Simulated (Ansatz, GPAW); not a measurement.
# Ballistic transport through 1,4-phenylene between two Pt chains, from relaxation to T(E), part 3 of 4

How well does 1,4-phenylene between two Pt chains conduct once its atoms have relaxed, and how much do cheaper levels lose?

GPAW 26.7.0 and Ansatz 0.2.0; Ansatz plane waves; relaxation of the junction with the lead ends held (the session's first sound run).

So far, transmission at the Fermi level (one spin): step 3 (plane waves, PBE) 1.20.

## (4) GPAW, dzp

The script solves lead and junction separately, takes H and S in the orbital basis, and joins semi-infinite leads through their self-energies; the dzp basis is the working standard.

This step: GPAW LCAO, PAW setups; Landauer transmission from Green's functions with principal layers (ASE), zero bias (GPAW 26.7.0).

File run.py:

```python
import json
import numpy as np
from ase import Atoms
from ase.transport.calculators import TransportCalculator
from gpaw import GPAW, FermiDirac
from gpaw.lcao.tools import get_lcao_hamiltonian
from scipy.linalg import eigh

# The junction with lead layers at both ends, along the third cell vector
device = Atoms(
    ['Pt', 'Pt', 'Pt', 'Pt', 'Pt', 'Pt', 'Pt', 'Pt', 'C', 'H', 'H', 'C', 'C', 'C', 'C', 'H', 'H', 'C', 'Pt', 'Pt', 'Pt', 'Pt', 'Pt', 'Pt', 'Pt', 'Pt'],
    positions=[
        [5.39909, 4.50000, 1.20000],
        [5.39909, 4.50000, 3.60000],
        [5.39909, 4.50000, 6.00000],
        [5.39909, 4.50000, 8.40000],
        [5.39909, 4.50000, 10.80000],
        [5.39909, 4.50000, 13.20000],
        [4.90842, 4.48111, 15.64736],
        [5.76431, 4.50319, 18.02183],
        [5.39904, 4.48955, 19.98844],
        [7.57842, 4.53893, 20.25376],
        [3.23648, 4.43466, 20.23955],
        [6.60609, 4.51747, 20.75216],
        [4.19830, 4.45919, 20.75334],
        [6.60611, 4.51751, 22.15698],
        [4.19849, 4.45907, 22.15557],
        [7.57847, 4.53942, 22.65528],
        [3.23673, 4.43430, 22.66944],
        [5.39910, 4.48936, 22.92066],
        [5.76390, 4.50425, 24.88731],
        [4.90913, 4.48108, 27.26286],
        [5.39909, 4.50000, 29.70965],
        [5.39909, 4.50000, 32.10965],
        [5.39909, 4.50000, 34.50965],
        [5.39909, 4.50000, 36.90965],
        [5.39909, 4.50000, 39.30965],
        [5.39909, 4.50000, 41.70965]],
    cell=[[10.79818, 0.0, 0.0], [0.0, 9.0, 0.0], [0.0, 0.0, 42.90965]],
    pbc=True)

# One principal layer of the lead: the first 5 atoms of the device
lead = Atoms(
    ['Pt', 'Pt', 'Pt', 'Pt', 'Pt'],
    positions=[
        [5.39909, 4.50000, 1.20000],
        [5.39909, 4.50000, 3.60000],
        [5.39909, 4.50000, 6.00000],
        [5.39909, 4.50000, 8.40000],
        [5.39909, 4.50000, 10.80000]],
    cell=[[10.79818, 0.0, 0.0], [0.0, 9.0, 0.0], [0.0, 0.0, 12.0]],
    pbc=True)

settings = dict(mode='lcao', basis='dzp', xc='PBE', h=0.2,
                occupations=FermiDirac(0.1), maxiter=250,
                mixer=dict(beta=0.1, nmaxold=8, weight=100.0),
                convergence=dict(density=0.0001))
energies = np.arange(-2, 2 + 1e-9, 0.025)
eta = 0.0001
n1, n2 = 1, 1
# k and -k transmit alike, so half of the mesh across the current serves
mesh = [(i, j) for i in range(n1) for j in range(n2) if (i, j) <= (-i % n1, -j % n2)]
weights = np.array([1 if (i, j) == (-i % n1, -j % n2) else 2 for i, j in mesh]) / (n1 * n2)

# [... helper functions left out ...]
fermi_lead = ground_state(lead, (1, 1, 10), 'lead.txt')
fermi_device = ground_state(device, (1, 1, 2), 'device.txt')
# [... loop over the mesh left out, but for ...]
        # Shift the lead onto the potential of the device's first layer
        shift = ((H[:, 0, 0] - H0[:, 0, 0]) / S0[0, 0]).real.mean()
# [...]
kT = 8.617333e-5 * 300
bias = [0.1, 0.2, 0.5, 1.0, 1.5, 2.0]
# [... integrals and printing left out ...]
```

Launch:

```console
> OMP_NUM_THREADS=1 OPENBLAS_NUM_THREADS=1 python run.py
```

Output:

```text
basis functions: device 530, principal layer 135
Fermi level: lead -4.7602 eV, device -4.6372 eV; lead shifted by 0.0023 eV
largest coupling past the next layer 8.09e-06 eV, largest misfit of the first layer 0.210 eV
  E-E_F (eV)   T (one spin)  [channel counts left out]
    -2.000    1.0541e+00
    -1.975    1.0579e+00
    -1.950    1.0616e+00
    -1.925    1.0651e+00
    -1.900    1.0687e+00
    -1.875    1.0723e+00
    -1.850    1.0760e+00
    -1.825    1.0797e+00
    -1.800    1.0835e+00
    -1.775    1.0874e+00
    -1.750    1.0913e+00
    -1.725    1.0953e+00
    -1.700    1.0995e+00
    -1.675    1.1040e+00
    -1.650    1.1090e+00
    -1.625    1.1149e+00
[...]
1.825    2.3689e-02
     1.850    2.3208e-02
     1.875    2.2743e-02
     1.900    2.2292e-02
     1.925    2.1855e-02
     1.950    2.1431e-02
     1.975    2.1019e-02
     2.000    2.0618e-02
conductance at 300 K: 1.1716 G0 a cell; thermopower -3.777 uV/K
current from the zero-bias T(E) at 0.1 V: 8.9794 uA
current from the zero-bias T(E) at 0.2 V: 17.403 uA
current from the zero-bias T(E) at 0.5 V: 36.918 uA
current from the zero-bias T(E) at 1.0 V: 64.165 uA
current from the zero-bias T(E) at 1.5 V: 88.622 uA
current from the zero-bias T(E) at 2.0 V: 112.97 uA
```

Wall time 3.8 min (1 thread of Arm Neoverse V2, shared host); peak memory 1.8 GiB.

This step gave:

```yaml
conductance: 1.172 G₀
thermopower: -3.777 μV/K
largest_coupling_past_the_next_principal_layer: 8.09e-6 eV
largest_misfit_of_the_first_principal_layer: 0.2098 eV
shift_that_aligns_the_lead: 0.002279 eV
basis_functions_of_the_junction: 530
basis_functions_of_a_principal_layer: 135
transmission_at_the_fermi_level_one_spin: 1.209
```

One spin. Transmission, zone mean against energy, zero at the Fermi level:

energy (eV), transmission, zone mean and a bar:
```
   -2.000       1.05 #########################
   -1.900       1.07 ##########################
   -1.800       1.08 ##########################
   -1.700       1.10 ##########################
   -1.600       1.12 ###########################
   -1.500       1.15 ############################
   -1.475       1.16 ############################
   -1.400       1.07 #########################
   -1.300       1.14 ###########################
   -1.200       1.17 ############################
   -1.100       1.19 #############################
   -1.000       1.23 ##############################
   -0.950       1.25 ##############################
   -0.900       1.24 ##############################
   -0.800       1.12 ###########################
   -0.700       1.01 ########################
   -0.600       1.22 #############################
   -0.500       1.09 ##########################
   -0.450       1.18 ############################
   -0.400       1.11 ##########################
   -0.300       1.08 ##########################
   -0.200       0.76 ##################
   -0.100       1.00 ########################
    0.000       1.21 #############################
    0.025       1.22 #############################
    0.100       1.10 ##########################
    0.200       0.71 #################
    0.300       0.42 ##########
    0.400       0.29 #######
    0.500       0.22 #####
    0.600       0.17 ####
    0.700       0.13 ###
    0.800       0.09 ##
    0.900       0.07 #
    1.000       0.06 #
    1.100       0.05 #
    1.200       0.04 #
    1.300       0.04 
    1.400       0.04 
    1.500       0.03 
    1.600       0.03 
    1.700       0.03 
    1.800       0.02 
    1.900       0.02 
    2.000       0.02
```

Not self-consistent under bias; the bias window is split evenly. The current through one cell, from the zero-bias transmission by bias:

```csv
bias (V),"current through one cell, from the zero-bias transmission (μA)"
0.100,8.98
0.200,17.4
0.500,36.9
1.000,64.2
1.500,88.6
2.000,113
```

Table of transmission of the three most open eigenchannels by energy, zero at the Fermi level:

| energy (eV) | channel 1 | channel 2 | channel 3 |
| --- | --- | --- | --- |
| -2.000 | 0.995 | 0.0591 | 3.5e-8 |
| -1.800 | 0.996 | 0.0877 | 5.3e-5 |
| -1.600 | 0.988 | 0.135 | 1.9e-4 |
| -1.400 | 0.894 | 0.173 | 3.6e-4 |
| -1.200 | 0.984 | 0.183 | 5.3e-4 |
| -1.000 | 0.973 | 0.259 | 6.9e-4 |
| -0.800 | 0.861 | 0.239 | 0.00852 |
| -0.600 | 0.993 | 0.150 | 0.0428 |
| -0.400 | 0.958 | 0.136 | 0.00857 |
| -0.200 | 0.564 | 0.195 | 0.00168 |
| 0.000 | 0.973 | 0.235 | 4.8e-4 |
| 0.200 | 0.521 | 0.186 | 1.1e-4 |
| 0.400 | 0.182 | 0.112 | 1.1e-5 |
| 0.600 | 0.151 | 0.0182 | 3.4e-6 |
| 0.800 | 0.0851 | 7.2e-10 | 9.7e-12 |
| 1.000 | 0.0593 | 7.3e-10 | 0 |
| 1.200 | 0.0448 | 7.3e-10 | 0 |
| 1.400 | 0.0354 | 7.3e-10 | 0 |
| 1.600 | 0.0289 | 7.3e-10 | 0 |
| 1.800 | 0.0242 | 7.3e-10 | 0 |
| 2.000 | 0.0206 | 7.3e-10 | 0 |

At the Fermi level T is 1.21 against 1.20 in plane waves. Couplings past the next layer reach 8.1e-6 eV, small enough to drop; the matrix elements of the cell's first layer differ from the bulk lead's by up to 0.21 eV. That layer keeps its own values in the calculation, and only beyond it is the lead taken as perfect. The Fermi levels of lead and junction count from different zeros of potential, one for each periodic cell; with both set to zero, the small remaining shift is what aligns them. Without spin-orbit coupling, which is large for these atoms, channel counts and T are those of the scalar-relativistic bands. By hand: G = 1.172 × 77.48 μS = 90.8 μS, a resistance of 11.0 kΩ; at 0.1 V a linear junction would pass 9.08 μA, and the integral over the bias window gives 8.98 μA. Mott's formula, S = -(π²/3)(k_B²T/e) d ln T/dE, has the prefactor 7.33 μV/K·eV at 300 K; T = 1.172 at -0.025 eV and 1.223 at 0.025 eV give a slope of 0.857 per eV and S = -6.28 μV/K, beside -3.78 μV/K from the thermal integral, which interpolates the same grid.

## (5) Single-zeta polarised basis

One radial function a shell plus polarisation makes the matrices smaller; the question is what that costs.

run.py: that of step 4 with these lines changed.

```diff
@@ -53,3 +53,3 @@
 
-settings = dict(mode='lcao', basis='dzp', xc='PBE', h=0.2,
+settings = dict(mode='lcao', basis='szp(dzp)', xc='PBE', h=0.2,
                 occupations=FermiDirac(0.1), maxiter=250,
```

Output:

```text
basis functions: device 310, principal layer 75
Fermi level: lead -4.8873 eV, device -4.8912 eV; lead shifted by 0.0005 eV
largest coupling past the next layer 8.13e-06 eV, largest misfit of the first layer 0.224 eV
  E-E_F (eV)   T (one spin)  channels
    -2.000    1.0299e+00    3.0000
    -1.975    1.0330e+00    3.0000
    -1.950    1.0358e+00    3.0000
[...]
1.975    1.4787e-02    1.0000
     2.000    1.4479e-02    1.0000
conductance at 300 K: 1.1249 G0 a cell; thermopower 15.14 uV/K
current from the zero-bias T(E) at 0.1 V: 8.5954 uA
current from the zero-bias T(E) at 0.2 V: 16.518 uA
current from the zero-bias T(E) at 0.5 V: 33.613 uA
current from the zero-bias T(E) at 1.0 V: 57.639 uA
current from the zero-bias T(E) at 1.5 V: 80.276 uA
current from the zero-bias T(E) at 2.0 V: 102.06 uA
```

Wall time 2.1 min (1 thread); peak memory 1.7 GiB.

This step gave:

```
conductance                                    : 1.125 G₀
thermopower                                    : 15.14 μV/K
largest coupling past the next principal layer : 8.13e-6 eV
largest misfit of the first principal layer    : 0.2238 eV
shift that aligns the lead                     : 4.57e-4 eV
basis functions of the junction                : 310
basis functions of a principal layer           : 75
transmission at the Fermi level (one spin)     : 1.172
```

One spin. Table of transmission, zone mean by energy, zero at the Fermi level:

energy (eV), transmission, zone mean and a bar:
```
   -2.000       1.03 #########################
   -1.800       1.05 #########################
   -1.600       0.98 #######################
   -1.400       1.08 ##########################
   -1.200       1.11 ##########################
   -1.000       1.14 ###########################
   -0.975       1.14 ###########################
   -0.800       1.00 ########################
   -0.600       1.15 ###########################
   -0.475       1.16 ############################
   -0.400       1.00 ########################
   -0.200       0.80 ###################
   -0.050       1.26 ##############################
    0.000       1.17 ############################
    0.200       0.44 ##########
    0.400       0.21 #####
    0.600       0.12 ###
    0.800       0.06 #
    1.000       0.04 #
    1.200       0.03 
    1.400       0.03 
    1.600       0.02 
    1.800       0.02 
    2.000       0.01
```

The conductance, 1.12 G₀, lies 4.0 % below that of the dzp run.

## (6) GPAW, sz: basis = "sz(dzp)"

The minimal basis is the cheapest rung: no second zeta and no polarisation.

run.py: that of step 5 with these lines changed.

```diff
@@ -53,3 +53,3 @@
 
-settings = dict(mode='lcao', basis='szp(dzp)', xc='PBE', h=0.2,
+settings = dict(mode='lcao', basis='sz(dzp)', xc='PBE', h=0.2,
                 occupations=FermiDirac(0.1), maxiter=250,
```

Output:

```text
basis functions: device 220, principal layer 60
Fermi level: lead -4.9056 eV, device -4.9422 eV; lead shifted by 0.0022 eV
largest coupling past the next layer 8.11e-06 eV, largest misfit of the first layer 0.084 eV
  E-E_F (eV)   T (one spin)  [channel counts left out]
    -2.000    1.0296e+00
    -1.975    1.0352e+00
    -1.950    1.0330e+00
[...]
1.975    1.6030e-02
     2.000    1.5777e-02
conductance at 300 K: 1.0121 G0 a cell; thermopower 23.72 uV/K
current from the zero-bias T(E) at 0.1 V: 7.7602 uA
current from the zero-bias T(E) at 0.2 V: 15.024 uA
current from the zero-bias T(E) at 0.5 V: 30.955 uA
current from the zero-bias T(E) at 1.0 V: 54.364 uA
current from the zero-bias T(E) at 1.5 V: 75.007 uA
current from the zero-bias T(E) at 2.0 V: 94.137 uA
```

Wall time 90 s (1 thread); peak memory 1.6 GiB.

This step gave:

```yaml
conductance: 1.012 G₀
thermopower: 23.72 μV/K
largest_coupling_past_the_next_principal_layer: 8.11e-6 eV
largest_misfit_of_the_first_principal_layer: 0.08404 eV
shift_that_aligns_the_lead: 0.002247 eV
basis_functions_of_the_junction: 220
basis_functions_of_a_principal_layer: 60
transmission_at_the_fermi_level_one_spin: 1.041
```

One spin. The transmission, zone mean by energy, zero at the Fermi level:

| energy (eV) | transmission, zone mean |
| --- | --- |
| -2.000 | 1.03 |
| -1.800 | 0.923 |
| -1.600 | 0.964 |
| -1.400 | 0.994 |
| -1.200 | 1.04 |
| -1.125 | 1.04 |
| -1.000 | 1.03 |
| -0.800 | 0.854 |
| -0.600 | 1.07 |
| -0.475 | 1.14 |
| -0.400 | 1.02 |
| -0.200 | 0.778 |
| -0.075 | 1.24 |
| 0.000 | 1.04 |
| 0.200 | 0.355 |
| 0.400 | 0.186 |
| 0.600 | 0.111 |
| 0.800 | 0.0593 |
| 1.000 | 0.0422 |
| 1.200 | 0.0321 |
| 1.400 | 0.0256 |
| 1.600 | 0.0212 |
| 1.800 | 0.0181 |
| 2.000 | 0.0158 |

The conductance, 1.01 G₀, lies 14 % below that of the dzp run.

## (7) RPBE in the dzp basis: xc = "RPBE"

Back in the dzp basis, the functional changes from PBE to RPBE, to set the spread between functionals beside that between bases.

run.py: that of step 6 with these lines changed.

```diff
@@ -53,3 +53,3 @@
 
-settings = dict(mode='lcao', basis='sz(dzp)', xc='PBE', h=0.2,
+settings = dict(mode='lcao', basis='dzp', xc='RPBE', h=0.2,
                 occupations=FermiDirac(0.1), maxiter=250,
```

Output:

```text
basis functions: device 530, principal layer 135
Fermi level: lead -4.6551 eV, device -4.5342 eV; lead shifted by 0.0014 eV
largest coupling past the next layer 8.00e-06 eV, largest misfit of the first layer 0.205 eV
  E-E_F (eV)   T (one spin)  [channel counts left out]
    -2.000    1.0520e+00
    -1.975    1.0557e+00
    -1.950    1.0592e+00
[...]
1.975    2.0327e-02
     2.000    1.9911e-02
conductance at 300 K: 1.1765 G0 a cell; thermopower -2.734 uV/K
current from the zero-bias T(E) at 0.1 V: 9.0177 uA
current from the zero-bias T(E) at 0.2 V: 17.481 uA
current from the zero-bias T(E) at 0.5 V: 36.998 uA
current from the zero-bias T(E) at 1.0 V: 63.827 uA
current from the zero-bias T(E) at 1.5 V: 88.386 uA
current from the zero-bias T(E) at 2.0 V: 112.63 uA
```

The job ended after 4 min (1 thread; peak memory 1.8 GiB).

This step gave:

```yaml
conductance: 1.177 G₀
thermopower: -2.734 μV/K
largest_coupling_past_the_next_principal_layer: 8.00e-6 eV
largest_misfit_of_the_first_principal_layer: 0.2046 eV
shift_that_aligns_the_lead: 0.001386 eV
basis_functions_of_the_junction: 530
basis_functions_of_a_principal_layer: 135
transmission_at_the_fermi_level_one_spin: 1.214
```

The conductance, 1.18 G₀, lies 0.4 % above that of the dzp run.

## (8) The structure as built: geometry = "as built"

The dzp basis with PBE on the structure as first built shows what the relaxation was worth.

run.py: that of step 7 with these lines changed.

```diff
@@ -18,16 +18,16 @@
         [5.39909, 4.50000, 13.20000],
-        [4.90842, 4.48111, 15.64736],
-        [5.76431, 4.50319, 18.02183],
-        [5.39904, 4.48955, 19.98844],
-        [7.57842, 4.53893, 20.25376],
-        [3.23648, 4.43466, 20.23955],
-        [6.60609, 4.51747, 20.75216],
-        [4.19830, 4.45919, 20.75334],
-        [6.60611, 4.51751, 22.15698],
-        [4.19849, 4.45907, 22.15557],
-        [7.57847, 4.53942, 22.65528],
-        [3.23673, 4.43430, 22.66944],
-        [5.39910, 4.48936, 22.92066],
-        [5.76390, 4.50425, 24.88731],
-        [4.90913, 4.48108, 27.26286],
+        [5.39909, 4.50000, 15.60000],
+        [5.39909, 4.50000, 18.00000],
+        [5.39909, 4.50000, 20.06000],
+        [7.54818, 4.50000, 20.21405],
+        [3.25000, 4.50000, 20.21405],
+        [6.60705, 4.50000, 20.75741],
+        [4.19114, 4.50000, 20.75741],
+        [6.60705, 4.50000, 22.15224],
+        [4.19114, 4.50000, 22.15224],
+        [7.54818, 4.50000, 22.69560],
+        [3.25000, 4.50000, 22.69560],
+        [5.39909, 4.50000, 22.84965],
+        [5.39909, 4.50000, 24.90965],
+        [5.39909, 4.50000, 27.30965],
         [5.39909, 4.50000, 29.70965],
@@ -53,3 +53,3 @@
 
-settings = dict(mode='lcao', basis='dzp', xc='RPBE', h=0.2,
+settings = dict(mode='lcao', basis='dzp', xc='PBE', h=0.2,
                 occupations=FermiDirac(0.1), maxiter=250,
```

Output:

```text
basis functions: device 530, principal layer 135
Fermi level: lead -4.7602 eV, device -4.6117 eV; lead shifted by -0.0092 eV
largest coupling past the next layer 8.09e-06 eV, largest misfit of the first layer 0.128 eV
  E-E_F (eV)   T (one spin)  [channel counts left out]
    -2.000    1.2738e+00
    -1.975    1.2672e+00
    -1.950    1.2602e+00
[...]
1.975    3.6425e-03
     2.000    3.4349e-03
conductance at 300 K: 1.0749 G0 a cell; thermopower -2.686 uV/K
current from the zero-bias T(E) at 0.1 V: 8.327 uA
current from the zero-bias T(E) at 0.2 V: 16.641 uA
current from the zero-bias T(E) at 0.5 V: 41.216 uA
current from the zero-bias T(E) at 1.0 V: 78.462 uA
current from the zero-bias T(E) at 1.5 V: 104.06 uA
current from the zero-bias T(E) at 2.0 V: 124.45 uA
```

Elapsed: 3.9 min, on 1 thread; peak memory 1.8 GiB.

Numbers from this step:

```
conductance                                    : 1.075 G₀
thermopower                                    : -2.686 μV/K
largest coupling past the next principal layer : 8.09e-6 eV
largest misfit of the first principal layer    : 0.1283 eV
shift that aligns the lead                     : -0.009179 eV
transmission at the Fermi level (one spin)     : 1.075
```

(Part 3 of 4 ends here.)

[Logs are printed without paths, hosts, clocks, repeated set-up lines and the standing remarks that a program may print on its own settings, such as how far it seeks lower states.]

[Hosts, paths, dates, database ids (printed as entryN), source tags and the programs' standing remarks are cut or masked in the printed files.]
